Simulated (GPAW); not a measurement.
CuO:

```
CELL_PARAMETERS angstrom
2.55255 0.00000 0.00000
0.00000 2.55255 0.00000
0.00000 0.00000 2.55255
ATOMIC_POSITIONS crystal
Cu 0.00000 0.00000 0.00000
O 0.50000 0.50000 0.50000
```

Measurements of this composition are mostly on another form, of space group No. 15.

```yaml
Program: GPAW 26.7.0
Task: relaxation of cell and atoms
Functional: RPBE
Potentials_or_basis: the program's PAW data sets (release 1.2.1) made for this functional
Cutoff: 800 eV
Basis: pw
k_mesh: 10 × 10 × 10
Occupations: fermi-dirac, width 0.05 eV
Spin: no spin polarisation
```

At the start: pressure 29.3 GPa; volume 8.32 Å³/atom.

Question: How do energy, volume and symmetry change on relaxing?

Answer: Over 5 steps the energy falls by 102.5 meV/atom and the volume is 9.54 Å³/atom (+14.7 %); space group Pm-3m (No. 221, to 0.05 Å).

Step by step:
```csv
step,energy change (eV),largest force (eV/Å),pressure (GPa),volume (Å³)
1,0.0000,0.0000,29.28,16.63
2,-0.0877,0.0000,20.63,17.18
3,-0.2010,0.0000,2.78,18.74
4,-0.2047,0.0000,0.38,19.03
5,-0.2049,0.0000,0.01,19.07
```

Final structure:
```yaml
crystal:
  lattice:
    - [2.67184, 0.00000, 0.00000]
    - [0.00000, 2.67184, 0.00000]
    - [0.00000, 0.00000, 2.67184]
  atoms:
    - { symbol: Cu, position: [0.00000, 0.00000, 0.00000] }
    - { symbol: O, position: [0.50000, 0.50000, 0.50000] }
```

Caveat: with this Cu data set, volumes or pressures lay over 1.5 % or 2 GPa off other programs in two to four cells of ten; later steps reuse the first step's grids; an odd number of electrons without spin polarisation forces a metal; a magnetic or distorted state may lie lower; the run has no spin polarisation, though such a crystal can be magnetic.
